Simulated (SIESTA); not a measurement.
A run of SIESTA 5.4.2 is set up as follows.

The input P.fdf:

```
SystemName                      P
SystemLabel                     P
NumberOfSpecies                 1
NumberOfAtoms                   4
%block ChemicalSpeciesLabel
  1  15 P
%endblock ChemicalSpeciesLabel
%include structure.fdf

%block kgrid.MonkhorstPack
    8   0   0  0.0
    0   8   0  0.0
    0   0   6  0.0
%endblock kgrid.MonkhorstPack
XC.Functional                   VDW
XC.Authors                      C09
PAO.BasisSize                   DZP
PAO.EnergyShift                 0.01 Ry
Mesh.Cutoff                     500 Ry
OccupationFunction              FD
ElectronicTemperature           0.05 eV
MaxSCFIterations                120
SCF.MustConverge                false
SCF.Mixer.Method                Pulay
SCF.Mixer.Weight                0.25
SCF.Mixer.History               8
SCF.DM.Tolerance                5.0e-05
SCF.H.Tolerance                 1.0e-03 eV
WriteForces                     true
Charge.Mulliken                 end
SaveRho                         true
SaveElectrostaticPotential      true
SaveTotalPotential              true
SaveDeltaRho                    true
```

File structure.fdf:

```
LatticeConstant                 1.0 Ang
%block LatticeVectors
     1.6477431241    -5.4650377251     0.0000000000
     1.6477431241     5.4650377251     0.0000000000
     0.0000000000     0.0000000000     4.5436355900
%endblock LatticeVectors
AtomicCoordinatesFormat         Fractional
%block AtomicCoordinatesAndAtomicSpecies
     0.9319780000     0.1049700000     0.5934050000  1  P
     0.1089730000     0.9282220000     0.4115270000  1  P
     0.6197120000     0.4329460000     0.0865780000  1  P
     0.3741920000     0.5816420000     0.9250040000  1  P
%endblock AtomicCoordinatesAndAtomicSpecies
```

Potentials or basis: PseudoDojo 0.5 standard (PBE files), DZP (energy shift 0.01 Ry).

Launch:

```console
$ siesta P.fdf > P.out 2>&1
```

Q: Predict the pressure.

A: 2.6 GPa.

Q: Predict the largest force.

A: 2.919 eV/Å.

Q: Estimate the band gap on the k mesh.

A: 0.24 eV, indirect (least direct gap 0.44 eV).

Stress tensor (GPa, compression positive):
```
1.08 1.49 3.87
1.49 5.92 0.16
3.87 0.16 0.66
```

Caveat: the potentials were made for another functional, which shifts forces and pressure; the basis of atomic orbitals isn't converged, which shifts pressures, moduli and gaps. A k mesh can miss the band edges.
